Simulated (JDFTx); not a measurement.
**NaH under changes of volume**

One of the cells (14.527 Å³/atom); the others are scaled copies at fixed shape and fractional positions:

```
CELL_PARAMETERS angstrom
0.00000 2.44000 2.44000
2.44000 0.00000 2.44000
2.44000 2.44000 0.00000
ATOMIC_POSITIONS crystal
Na 0.00000 0.00000 0.00000
H 0.50000 0.50000 0.50000
```

* Program: JDFTx 1.7.0 (patched build)
* Functional: PBEsol
* Potentials or basis: PseudoDojo-SR-PBEsol-0.4.1-standard with smoothed tails
* Cutoff: 1197 eV
* Density cutoff: 9578 eV
* k mesh: 9 × 9 × 9
* Occupations: fermi-dirac, width 0.05 eV
* Spin: no spin polarisation

| volume (Å³/atom) | energy over the lowest point (meV/atom) | pressure (GPa) | gap on the mesh (eV) |
| --- | --- | --- | --- |
| 13.655 | 0.00 | 0.2 | 3.93 |
| 13.946 | 0.09 | -0.3 | 3.90 |
| 14.236 | ? | ? | ? |
| 14.527 | 2.78 | -1.2 | 3.83 |
| 14.817 | 5.23 | -1.5 | 3.79 |
| 15.108 | 8.31 | -1.9 | 3.76 |
| 15.398 | 11.99 | -2.2 | 3.73 |

Problem. What does the run at 14.236 Å³/atom give?

Solution. Energy over the lowest point 1.04 meV/atom; pressure -0.8 GPa; gap on the mesh 3.86 eV.

Worked out: A Birch-Murnaghan fit of order 3 (a polynomial in V^(-2/3)) to the other rows has its minimum at 13.77 Å³/atom with B0 = V·E''(V) = 24 GPa and B' = 3.6. It gives 1.04 meV/atom at 14.236 Å³/atom, against the run's 1.04, and -dE/dV = -0.7 GPa, against -0.8. A straight line through the other rows of the gap, of slope -1.7 eV per unit of ln V, gives 3.86 eV, against the run's 3.86.

Energies are extrapolated to zero smearing.

Caveats: an odd mesh through Γ misses points on the zone boundary, where band edges often lie.
